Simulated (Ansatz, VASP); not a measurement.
## One calculation of AlN, two programs

```xyz
4
Lattice="2.9467 0.0000 0.0000 -1.4734 2.5519 0.0000 0.0000 0.0000 3.6239" Properties=species:S:1:pos:R:3 pbc="T T T"
Al    0.0000    1.7013   -0.2247
Al    1.4734    0.8506    1.5873
N     0.0000    1.7013    1.5873
N     1.4734    0.8506    3.3992
```

Alike in both runs: functional PBE; k mesh 13 × 13 × 7; occupations fermi-dirac, width 0.05 eV; no spin polarisation.

Ansatz relaxed the structure, and its values are those at the end. VASP's run is a single point on that final structure, the one shown.

```csv
,VASP,Ansatz
version,VASP 6.6.1,Ansatz 0.2.0
potentials or method,"VASP PAW PBE potentials, release 64 (Al, N)","PAW with Ansatz's default frozen-core files, scalar-relativistic"
plane-wave cutoff (eV),520,420
valence electrons in the cell,16,16
```

|  | VASP | Ansatz | Ansatz less VASP |
| --- | --- | --- | --- |
| gap on the k mesh at the Fermi level (eV) | 4.71 | 4.72 | +0.016 |

Caveats: an odd mesh through Γ misses points on the zone boundary, where band edges often lie. A hybrid or GW would open this gap; PBE tends to underestimate it.
